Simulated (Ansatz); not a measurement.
**Relaxing AlRu**

All numbers below come from DFT PBE, scalar-relativistic, plane waves, PAW (Ansatz 0.2.0). Run with 420 eV cutoff, 16×16×10 k-mesh, Gaussian smearing of 0.10 eV, no spin polarisation.

What was changed in TiAl: Ti → Ru on all its sites, cell and atoms relaxed.

Command:

```bash
ansatz run input.yaml --threads 1 --pin off --max-ram 2560MiB --backend cpu --events-out ev --progress --plain --runs-dir out
```

Input:

```yaml
crystal:
  lattice:
    - [2.7257544626, 0.0, 0.0]
    - [0.0, 2.7257544626, 0.0]
    - [0.0, 0.0, 3.9396844485]
  atoms:
    - { symbol: Ru, position: [0.5, 0.5, 0.5] }
    - { symbol: Al, position: [0.0, 0.0, 0.0] }
basis:
  ecutwfc: 420
kpoints:
  mp_grid: { grid: [16, 16, 10] }
hamiltonian:
  xc: pbe
scf:
  occupations: { method: gaussian, width: 0.1 }
output:
  forces: true
  stress: true
  eigenvalues: true
relax:
  adjacent_minimum: "off"
  f_tol: 0.01
  max_steps: 60
  cell: { stress_tol: 0.1 }
```

F is the free energy. Steps run on the plane waves of an earlier cell, but the last one, and at times one on the way, on a freshly chosen basis, so a repeated geometry can differ a little in energy.

Steps:

```tsv
step	F − F(1) (eV)	largest force component (eV/Å)	V (Å³/atom)	P (GPa)
1	0.0000	0.000	14.635	-6.28
2	-0.1518	0.000	14.104	-1.10
3	-0.3207	0.000	14.004	-1.86
4	-0.5231	0.000	13.792	-1.25
5	-0.6749	0.000	13.444	2.26
6	-0.7340	0.000	13.474	0.83
7	-0.7363	0.000	13.527	0.04
8	-0.7363	0.000	13.530	0.00
9	-0.7409	0.000	13.530	0.33
10	-0.7410	0.000	13.554	-0.03
11	-0.7410	0.000	13.554	-0.03
```

Relaxed structure:

```
CELL_PARAMETERS angstrom
3.00474 0.00000 0.00000
0.00000 3.00474 0.00000
0.00000 0.00000 3.00247
ATOMIC_POSITIONS crystal
Ru 0.50000 0.50000 0.50000
Al 0.00000 0.00000 0.00000
```

It takes space group Pm-3m (No. 221, cubic). The conventional cell has a = 3.004 Å, b = 3.004 Å, c = 3.004 Å, α = 90.00°, β = 90.00°, γ = 90.00°. Ru (site symmetry m-3m) has 8 Al at 2.60 Å as nearest neighbours. Al (site symmetry m-3m) has 8 Ru at 2.60 Å as nearest neighbours.

The run converged. Time: 53 s on 1 thread of Intel(R) Xeon(R) Platinum 8488C (Sapphire Rapids) (shared host), peak memory 0.4 GiB.